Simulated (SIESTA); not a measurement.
The system is InAs.

```
In As
1.0
     0.00000    3.01800    3.01800
     3.01800    0.00000    3.01800
     3.01800    3.01800    0.00000
In As
1 1
Direct
  0.00000 0.00000 0.00000
  0.75000 0.75000 0.75000
```

- Program: SIESTA 5.4.2
- Task: relaxation of cell and atoms
- Functional: PBE
- Potentials or basis: PseudoDojo 0.4 standard (PBE files)
- Basis: TZDP (energy shift 0.01 Ry)
- Grid cutoff: 500 Ry
- Energy shift: 0.01 Ry
- k mesh: 8 × 8 × 8
- Occupations: fermi-dirac, width 0.05 eV
- Spin: no spin polarisation

At the start: pressure 4.1 GPa; volume 27.49 Å³/atom.

**Question.** How do energy, volume and symmetry change on relaxing?

**Answer.** Over 3 steps the energy falls by 23.5 meV/atom and the volume is 29.45 Å³/atom (+7.1 %); space group F-43m (No. 216, to 0.05 Å).

Step by step:
| step | energy change (eV) | largest force (eV/Å) | pressure (GPa) | volume (Å³) |
| --- | --- | --- | --- | --- |
| 1 | 0.0000 | 0.0003 | 4.12 | 54.98 |
| 2 | -0.0048 | 0.0003 | 3.90 | 55.17 |
| 3 | -0.0470 | 0.0003 | 0.08 | 58.90 |

Final structure:
```
CELL_PARAMETERS angstrom
0.00096 3.08866 3.08866
3.08866 0.00096 3.08866
3.08866 3.08866 0.00096
ATOMIC_POSITIONS crystal
In 0.99997 0.99997 0.99997
As 0.75003 0.75003 0.75003
```

Caveat: semicore shells carry a single zeta, which can move pressures by several GPa and volumes by a few percent; the basis of atomic orbitals isn't converged, which shifts pressures, moduli and gaps.
